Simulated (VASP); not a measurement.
# Sb (I4/mmm) in VASP: notebook

One crystal, Sb, is run at these levels: r2SCAN; tasks: single point.

Everything below comes from runs of VASP 6.6.1. Logs are shortened: lines on timing, memory, paths and dates and some standing lists are left out, and cuts for length are marked.

**1. Starting point**

The structure is tetragonal, space group I4/mmm (No. 139). The conventional cell has a = 3.153 Å, b = 3.153 Å, c = 5.424 Å, α = 90.00°, β = 90.00°, γ = 90.00°. Sb (site symmetry 4/mmm) is surrounded by 12 Sb at 3.15 to 3.51 Å.

This isn't the form of Sb at room conditions, which is rhombohedral.

**2. Single point, r2SCAN**

Contents of INCAR:

```
ADDGRID = False
ALGO = Normal
EDIFF = 1E-6
ENCUT = 350
ISIF = 2
ISMEAR = 0
LASPH = True
LCHARG = False
LMIXTAU = True
LREAL = False
LWAVE = False
METAGGA = R2SCAN
NBANDS = 8
NELM = 100
PREC = Accurate
SIGMA = 0.05
```

Contents of KPOINTS:

```
k-points
0
Gamma
  7 7 7
```

Contents of POSCAR:

```
Sb
1.0
   -1.5638750000      1.6131910000      2.7402030000
    1.6104090000     -1.5604430000      2.7365900000
    1.5281950000      1.5247630000     -2.7095380000
Sb
1
Direct
    0.0004760000      0.0218010000      0.0165680000
```

Potentials or basis: VASP PAW PBE potentials, release 64 (Sb).

Launch:

```console
> cat potpaw_PBE.64/Sb/POTCAR > POTCAR
> mpirun -np 1 vasp_std > vasp.out
```

OUTCAR:

```text
EDIFF = 1E-6
   ENCUT = 350
   ISIF = 2
   ISMEAR = 0
   LASPH = True
   LREAL = False
   METAGGA = R2SCAN
   NELM = 100
   PREC = Accurate

 Found    172 irreducible k-points:

 Following reciprocal coordinates:
            Coordinates               Weight
  0.000000  0.000000  0.000000      1.000000
  0.142857 -0.000000  0.000000      2.000000
  0.285714  0.000000  0.000000      2.000000
  0.428571  0.000000  0.000000      2.000000
 -0.000000  0.142857 -0.000000      2.000000
  0.142857  0.142857  0.000000      2.000000
   k-points           NKPTS =    172   k-points in BZ     NKDIM =    172   number of bands    NBANDS=      8
   number of dos      NEDOS =    301   number of ions     NIONS =      1
   total plane-waves  NPLWV =  13824
   dimension x,y,z NGX =    24 NGY =   24 NGZ =   24
   dimension x,y,z NGXF=    48 NGYF=   48 NGZF=   48
   ions per type =               1
   NGX,Y,Z   is equivalent  to a cutoff of  11.26, 11.28, 11.52 a.u.
   NGXF,Y,Z  is equivalent  to a cutoff of  22.52, 22.55, 23.03 a.u.
 SYSTEM =  unknown system
   PREC   = accura    normal or accurate (medium, high low for compatibility)
   ISTART =      0    job   : 0-new  1-cont  2-samecut
   ICHARG =      2    charge: 1-file 2-atom 10-const
   ISPIN  =      1    spin polarized calculation?
   LNONCOLLINEAR =      F non collinear calculations
   LSORBIT =      F    spin-orbit coupling
   LASPH  =      T    aspherical Exc in radial PAW
   ENCUT  =  350.0 eV  25.72 Ry    5.07 a.u.   5.41  5.40  5.28*2*pi/ulx,y,z
   NELM   =    100;   NELMIN=  2; NELMDL= -5     # of ELM steps
   EDIFF  = 0.1E-05   stopping-criterion for ELM
   LREAL  =      F    real-space projection
   EDIFFG = 0.1E-04   stopping-criterion for IOM
   NSW    =      0    number of steps for IOM
   IBRION =     -1    ionic relax: 0-MD 1-quasi-New 2-CG
   NFREE  =      0    steps in history (QN), initial steepest desc. (CG)
   ISIF   =      2    stress and relaxation
   ISYM   =      2    0-nonsym 1-usesym 2-fastsym
   POTIM  = 0.5000    time-step for ionic-motion
   TEBEG  =    0.0;   TEEND  =   0.0 temperature during run
   PSTRESS=    0.0 pullay stress
   NELECT =       5.0000    total number of electrons
   NUPDOWN=      -1.0000    fix difference up-down
   EMIN   =  10.00;   EMAX   =-10.00  energy-range for DOS
   EFERMI =   0.00;   METHOD = LEGACY
   ISMEAR =     0;   SIGMA  =   0.05  broadening in eV -4-tet -1-fermi 0-gaus
   EFERMI_NEDOS =   21; number of points for ismear=-14 and -15
   IALGO  =     38    algorithm
   IMIX   =      4    mixing-type and parameters
     AMIX     =   0.40;   BMIX     =  1.00
     AMIX_MAG =   1.60;   BMIX_MAG =  1.00
  volume/ion in A,a.u.               =      26.96       181.95
  Fermi-wavevector in a.u.,A,eV,Ry     =   0.933573  1.764197 11.858272  0.871558
  Thomas-Fermi vector in A             =   2.060288
   LORBIT       =      0    0 simple, 1 ext, 2 COOP (PROOUT), +10 PAW based schemes
   METAGGA = R2SCAN    functional components
   LHFCALC =     F    Hartree Fock is set to
   AEXX    =    0.0000 exact exchange contribution
   IVDW    =     0    specifies the selected vdW correction
   LEPSILON=     F    determine dielectric tensor
   LRPA    =     F    only Hartree local field effects (RPA)
 non-spin polarized calculation
 Gauss-broadening in eV      SIGMA  =   0.05
  energy-cutoff  :      350.00
  volume of cell :       26.96
 maximum number of plane-waves:       411
 NGX is ok and might be reduce to    24
   NGX = 11   NGY = 11   NGZ = 11

 number of electron       5.0000000 magnetization

 Free energy of the ion-electron system (eV)
  ---------------------------------------------------
  ext. energy  EPLUGINS =         0.00000000
  ---------------------------------------------------
  free energy    TOTEN  =       -25.24170533 eV

  energy without entropy =      -25.24092751  energy(sigma->0) =      -25.24131642

 E-fermi :   8.3949     XC(G=0): -10.7744

 val. band max:        8.3740727253   @ k =   0.4286   0.1429   0.1429
 cond. band min:       8.4252579542   @ k =   0.0000   0.1429   0.4286
 fundamental gap:      0.0511852289
 Fermi energy:         8.3949484756

 k-point     1 :       0.0000    0.0000    0.0000
  band No.  band energies     occupation
      1      -5.1279      2.00000
      2      13.1644      0.00000
      3      14.2065      0.00000
      4      14.2650      0.00000
      5      18.1232      0.00000
      6      19.3542      0.00000
      7      19.7576      0.00000
      8      19.9566      0.00000

 k-point     2 :       0.1429   -0.0000    0.0000
  band No.  band energies     occupation
      1      -4.7027      2.00000
      2      10.8618      0.00000
      3      12.6480      0.00000
      4      14.1882      0.00000
      5      17.4036      0.00000
      6      18.6427      0.00000
      7      20.1872      0.00000
      8      20.5188      0.00000

 k-point     3 :       0.2857    0.0000    0.0000
  band No.  band energies     occupation
      1      -3.4544      2.00000
      2       6.5310      2.00000
      3      11.3034      0.00000
      4      14.2094      0.00000
      5      15.9109      0.00000
      6      18.6166      0.00000
      7      21.0451      0.00000
      8      22.2756      0.00000

 k-point     4 :       0.4286    0.0000    0.0000
  band No.  band energies     occupation
      1      -1.6479      2.00000
      2       3.0307      2.00000
      3      10.5002      0.00000
      4      14.3374      0.00000
      5      15.1889      0.00000
      6      19.0426      0.00000
      7      20.0015      0.00000
      8      20.6664      0.00000

 k-point     5 :      -0.0000    0.1429   -0.0000
  band No.  band energies     occupation
      1      -4.7019      2.00000
      2      10.8759      0.00000
      3      12.6308      0.00000
      4      14.1882      0.00000
      5      17.3838      0.00000
      6      18.6401      0.00000
      7      20.1760      0.00000
      8      20.5394      0.00000

 k-point     6 :       0.1429    0.1429    0.0000
  band No.  band energies     occupation
      1      -4.0745      2.00000
      2       9.6820      0.00000
      3      10.4804      0.00000
      4      12.3642      0.00000
      5      17.8575      0.00000
      6      18.4658      0.00000
      7      20.6223      0.00000
      8      21.7801      0.00000

 [... further k-points ...]

------------------------ aborting loop because EDIFF is reached ----------------------------------------

  FORCE on cell =-STRESS in cart. coord.  units (eV):
  Direction    XX          YY          ZZ          XY          YZ          ZX
  --------------------------------------------------------------------------------------
  -------------------------------------------------------------------------------------
  Total        0.1187077      0.1210477      0.7650989      0.1045747     -0.0260459     -0.0334599
  in kB        7.0540711      7.1931219     45.4651233      6.2142313     -1.5477494     -1.9883149
  external PRESSURE =      19.9041054 kB  Pullay stress =       0.0000000 kB

 VOLUME and BASIS-vectors are now :
 -----------------------------------------------------------------------------
  energy-cutoff  :      350.00
  volume of cell :       26.96
      direct lattice vectors                 reciprocal lattice vectors
    -1.563875000  1.613191000  2.740203000     0.002055809  0.316948054  0.179518554
     1.610409000 -1.560443000  2.736590000     0.317083613  0.001847581  0.179876686
     1.528195000  1.524763000 -2.709538000     0.322328449  0.322401118 -0.005843793

 POSITION                                       TOTAL-FORCE (eV/Angst)
 -----------------------------------------------------------------------------------
      0.05968     -0.00799      0.01607         0.000000      0.000000      0.000000
 -----------------------------------------------------------------------------------
    total drift:                               -0.000000     -0.000000      0.000001

  FREE ENERGIE OF THE ION-ELECTRON SYSTEM (eV)
  ---------------------------------------------------
  free  energy   TOTEN  =       -25.2417053301 eV

  energy  without entropy=      -25.2409275100  energy(sigma->0) =      -25.24131642
```

stdout:

```text
POSCAR found type information on POSCAR Sb
 POSCAR found :  1 types and       1 ions
 scaLAPACK will be used
 -----------------------------------------------------------------------------
|                                                                             |
|                                                                             |
|     You enforced a specific xc type in the INCAR file but a different       |
|     I HOPE YOU KNOW WHAT YOU ARE DOING!                                     |
|                                                                             |
 -----------------------------------------------------------------------------

 LDA part: xc-table for (None), standard interpolation
 POSCAR, INCAR and KPOINTS ok, starting setup
 FFT: planning ... GRIDC
 FFT: planning ... GRID_SOFT
 FFT: planning ... GRID
 WAVECAR not read
 entering main loop
```

It took 62 s on 1 thread of Intel Xeon Platinum 8375C at 2.90GHz (Ice Lake), shared host; peak memory 0.15 GiB.

The run converged, but some of its settings lie outside the range that counts as converged, so its numbers aren't taken as properties of the crystal.

Results:

```yaml
Free_energy: -25.2417 eV
Pressure: 2.0 GPa
Band_gap_on_the_k_mesh: none (metal or under the smearing width)
```

Caveat: the k mesh is coarse (spacing up to 0.41 Å⁻¹), so the values aren't converged; the PAW data sets were made with another functional, which shifts forces and pressure a little.

**3. Single point, r2SCAN**

Edit INCAR of step 2 so:

```diff
@@ -3,3 +3,3 @@
 EDIFF = 1E-6
-ENCUT = 350
+ENCUT = 500
 ISIF = 2
```

Contents of KPOINTS:

```
k-points
0
Gamma
  6 6 6
```

Contents of POSCAR:

```
Sb
1.0
   -1.5765401831      1.5765401831      2.7119384313
    1.5765401831     -1.5765401831      2.7119384313
    1.5765401831      1.5765401831     -2.7119384313
Sb
1
Direct
    0.0000000000      0.0000000000      0.0000000000
```

Potentials or basis: VASP PAW PBE potentials, release 64 (Sb).

Launch:

```console
> cat potpaw_PBE.64/Sb/POTCAR > POTCAR
> mpirun -np 1 vasp_std > vasp.out
```

OUTCAR:

```text
EDIFF = 1E-6
   ENCUT = 500
   ISIF = 2
   ISMEAR = 0
   LASPH = True
   LREAL = False
   METAGGA = R2SCAN
   NELM = 100
   PREC = Accurate

 Found     30 irreducible k-points:

 Following reciprocal coordinates:
            Coordinates               Weight
  0.000000  0.000000  0.000000      1.000000
  0.166667  0.000000 -0.000000      8.000000
  0.333333  0.000000 -0.000000      8.000000
  0.500000 -0.000000  0.000000      4.000000
  0.166667  0.166667 -0.000000      8.000000
  0.333333  0.166667 -0.000000     16.000000
[... 142 lines left out ...]

------------------------ aborting loop because EDIFF is reached ----------------------------------------

  FORCE on cell =-STRESS in cart. coord.  units (eV):
  Direction    XX          YY          ZZ          XY          YZ          ZX
  --------------------------------------------------------------------------------------
  -------------------------------------------------------------------------------------
  Total        0.2908771      0.2908771     -0.1515544      0.0000000      0.0000000      0.0000000
  in kB       17.2850322     17.2850322     -9.0059447      0.0000000      0.0000000      0.0000000
  external PRESSURE =       8.5213732 kB  Pullay stress =       0.0000000 kB

 VOLUME and BASIS-vectors are now :
 -----------------------------------------------------------------------------
  energy-cutoff  :      500.00
  volume of cell :       26.96
      direct lattice vectors                 reciprocal lattice vectors
    -1.576540183  1.576540183  2.711938431     0.000000000  0.317150178  0.184369967
     1.576540183 -1.576540183  2.711938431     0.317150178  0.000000000  0.184369967
     1.576540183  1.576540183 -2.711938431     0.317150178  0.317150178  0.000000000

 POSITION                                       TOTAL-FORCE (eV/Angst)
 -----------------------------------------------------------------------------------
      0.00000      0.00000      0.00000         0.000000     -0.000000      0.000000
 -----------------------------------------------------------------------------------
    total drift:                                0.000000      0.000000      0.000000

  FREE ENERGIE OF THE ION-ELECTRON SYSTEM (eV)
  ---------------------------------------------------
  free  energy   TOTEN  =       -25.3249989030 eV

  energy  without entropy=      -25.3243547342  energy(sigma->0) =      -25.32467682
```

OSZICAR:

```text
N       E                     dE             d eps       ncg     rms          rms(c)
DAV:   1    -0.177007175094E+02   -0.17701E+02   -0.17534E+03   488   0.417E+02
DAV:   2    -0.258565097326E+02   -0.81558E+01   -0.78123E+01   664   0.542E+01
DAV:   3    -0.259432280353E+02   -0.86718E-01   -0.86712E-01   600   0.606E+00
DAV:   4    -0.259435056869E+02   -0.27765E-03   -0.27765E-03   720   0.407E-01
DAV:   5    -0.259435064356E+02   -0.74864E-06   -0.74858E-06   648   0.118E-02    0.153E+00
DAV:   6    -0.252087303292E+02    0.73478E+00   -0.12107E-01   520   0.259E+00    0.999E-01
DAV:   7    -0.254550398717E+02   -0.24631E+00   -0.10327E-01   480   0.227E+00    0.101E-01
DAV:   8    -0.253247335426E+02    0.13031E+00   -0.58541E-02   576   0.177E+00    0.804E-02
DAV:   9    -0.253204624038E+02    0.42711E-02   -0.12515E-03   552   0.249E-01    0.108E-01
DAV:  10    -0.253234082169E+02   -0.29458E-02   -0.31250E-03   528   0.386E-01    0.504E-02
DAV:  11    -0.253238543509E+02   -0.44613E-03   -0.77305E-04   560   0.283E-01    0.587E-02
DAV:  12    -0.253246329847E+02   -0.77863E-03   -0.23223E-04   536   0.119E-01    0.386E-02
DAV:  13    -0.253249178870E+02   -0.28490E-03   -0.22748E-04   536   0.126E-01    0.129E-02
DAV:  14    -0.253249845541E+02   -0.66667E-04   -0.71736E-05   552   0.787E-02    0.287E-03
DAV:  15    -0.253249950860E+02   -0.10532E-04   -0.80669E-06   536   0.208E-02    0.179E-03
DAV:  16    -0.253249969216E+02   -0.18356E-05   -0.86718E-07   544   0.866E-03    0.668E-04
DAV:  17    -0.253249988624E+02   -0.19408E-05   -0.40985E-07   384   0.695E-03    0.718E-04
DAV:  18    -0.253249989030E+02   -0.40557E-07   -0.86542E-08   296   0.293E-03
   1 F= -.25324999E+02 E0= -.25324677E+02  d E =-.644169E-03
```

It took 32 s on 1 thread of Intel Xeon Platinum 8375C at 2.90GHz (Ice Lake), shared host; peak memory 0.16 GiB.

These settings aren't checked as converged: the numbers below hold their error.

What came out:

```
Free energy            : -25.3250 eV
Pressure               : 0.9 GPa
Band gap on the k mesh : none (metal or under the smearing width)
```

Caveat: the k mesh is coarse (spacing up to 0.47 Å⁻¹), so the values aren't converged; the PAW data sets were made with another functional, which shifts forces and pressure a little.

**4. Single point, r2SCAN**

INCAR is that of step 3.

KPOINTS is that of step 3.

Contents of POSCAR:

```
Sb
1.0
   -1.5638750000      1.6131910000      2.7402030000
    1.6104090000     -1.5604430000      2.7365900000
    1.5281950000      1.5247630000     -2.7095380000
Sb
1
Direct
    0.0004760000      0.0218010000      0.0165680000
```

Launch:

```console
> cat potpaw_PBE.64/Sb/POTCAR > POTCAR
> mpirun -np 1 vasp_std > vasp.out
```

Wall time 99 s (1 thread of Intel Xeon Platinum 8375C at 2.90GHz (Ice Lake), shared host); peak memory 0.17 GiB.

These settings aren't checked as converged: the numbers below hold their error.

What came out:

| Property | Result |
| --- | --- |
| Free energy | -25.3171 eV |
| Pressure | 1.1 GPa |
| Band gap on the k mesh | none (metal or under the smearing width) |

Caveat: the k mesh is coarse (spacing up to 0.48 Å⁻¹), so the values aren't converged; the PAW data sets were made with another functional, which shifts forces and pressure a little.

**5. Single point, r2SCAN**

Edit INCAR of step 4 so:

```diff
@@ -3,3 +3,3 @@
 EDIFF = 1E-6
-ENCUT = 500
+ENCUT = 400
 ISIF = 2
```

Contents of KPOINTS:

```
k-points
0
Gamma
  7 7 7
```

Contents of POSCAR:

```
Sb
1.0
   -1.5765401831      1.5765401831      2.7119384313
    1.5765401831     -1.5765401831      2.7119384313
    1.5765401831      1.5765401831     -2.7119384313
Sb
1
Direct
    0.0000000000      0.0000000000      0.0000000000
```

Launch:

```console
> cat potpaw_PBE.64/Sb/POTCAR > POTCAR
> mpirun -np 1 vasp_std > vasp.out
```

Wall time 17 s (1 thread of Intel Xeon Platinum 8375C at 2.90GHz (Ice Lake), shared host); peak memory 0.14 GiB.

These settings aren't checked as converged: the numbers below hold their error.

What came out:

| Property | Result |
| --- | --- |
| Free energy | -25.2372 eV |
| Pressure | 2.0 GPa |
| Band gap on the k mesh | none (metal or under the smearing width) |

Caveat: the k mesh is coarse (spacing up to 0.40 Å⁻¹), so the values aren't converged; the PAW data sets were made with another functional, which shifts forces and pressure a little.

**6. For comparison**

An earlier run on the cell as given: functional PBEsol; potentials or basis VASP PAW PBE potentials, release 64 (Sb); cutoff 520 eV; k mesh 12 × 12 × 12; occupations fermi-dirac, width 0.05 eV; no spin polarisation.

* Pressure: -1.3 GPa
* Band gap on the k mesh: none (metal or under the smearing width)
